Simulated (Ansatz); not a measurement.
Consider the formal exchange of groups at the Si–C bond: `CC[Si]O` + `CN(C)C=O` → `CN(C)[Si]O` + `CCC=O`.

Calculated with Ansatz (gas phase, PBE0-D4/def2-TZVP geometries, no zero-point term in ΔE). CCSD(T)/CBS adds triple-zeta CCSD(T) − MP2 to the extrapolated MP2 energy (def2 sets, frozen cores). DFT in def2-TZVPP. B3LYP here is the variant with VWN-RPA as its local correlation; programs differ in this. One conformer a species, not always the lowest.

| level | ΔE (kcal/mol) | difference from CCSD(T)/CBS |
| --- | --- | --- |
| revPBE-D4 | -8.5 | 3.8 |
| PBE0-D4 | -9.0 | 3.3 |
| ωB97M-V | -11.1 | 1.2 |
| PBE | -8.0 | 4.3 |
| B3LYP | -10.5 | 1.8 |
| CAM-B3LYP | -10.7 | 1.6 |
| LC-ωPBE | -9.6 | 2.7 |
| SCS-MP2/def2-TZVPP | -13.2 | -0.9 |
| HF/def2-QZVPP | -13.6 | -1.3 |
| SCS-MP2/def2-QZVPP | -13.3 | -1.0 |
| CCSD(T)/CBS | -12.3 | 0 |

Largest T1 diagnostic among the species: 0.014.

From PBE to PBE0 (25 % exact exchange), in def2-TZVPP and without D4, ΔE moves by −1.0 kcal/mol. In def2-TZVPP, CCSD(T) changes the Hartree–Fock value by +1.1 kcal/mol (the triples alone add +0.4 kcal/mol) and MP2 by +1.0 kcal/mol.

CCSD(T)/CBS has its own doubt, a few kJ/mol and more with outer-core shells, so smaller differences from it don't rank the levels.
